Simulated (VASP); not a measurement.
Wanted: the native input for a VASP 6.6.1 run.

| Property | Result |
| --- | --- |
| Task | single point |
| Functional | PBE |
| Potentials or basis | VASP PAW PBE potentials, release 64 (Pb_d, S) |
| Cutoff | 900 eV |
| k mesh | 8 × 8 × 8 |
| Occupations | gaussian, width 0.02 eV |
| Spin | no spin polarisation |
| Further INCAR settings | ADDGRID = False; ALGO = Normal; EDIFF = 1e-08 |

The structure of PbS lies in POSCAR:

```
PbS
1.0
    2.1126617058      1.2197458045      3.4519162518
   -2.1126617058      1.2197458045      3.4519162518
    0.0000000000     -2.4394916091      3.4519162518
Pb S
1 1
Direct
    0.9805657800      0.9805657800      0.9805657800
    0.4750355500      0.4750355500      0.4750355500
```

The cell is a database's computed one.

The input as run:

INCAR

```
  ADDGRID = F
  ALGO = Normal
  EDIFF = 1E-8
  ENCUT = 900
  GGA = PE
  ISIF = 2
  ISMEAR = 0
  LASPH = T
  LCHARG = F
  LREAL = F
  LWAVE = F
  NELM = 100
  PREC = Accurate
  SIGMA = 0.02
```

KPOINTS

```
k-points
0
Gamma
  8 8 8
```

Potentials or basis: VASP PAW PBE potentials, release 64 (Pb_d, S).

Run with:

```console
$ cat potpaw_PBE.64/Pb_d/POTCAR potpaw_PBE.64/S/POTCAR > POTCAR
$ mpirun -np 1 vasp_std > vasp.out
```

It gave:

The pressure is 0.9 GPa. The largest force is 0.019 eV/Å and the band gap on the k mesh is 0.46 eV, direct.

Caveat: spin-orbit coupling is left out, which as a rule narrows the gap of such compounds by several tenths of an eV.

Wall time 120 s on 1 thread of AMD EPYC 7R43 64-Core Processor (Zen 3), on a shared host, peak memory 0.28 GiB.
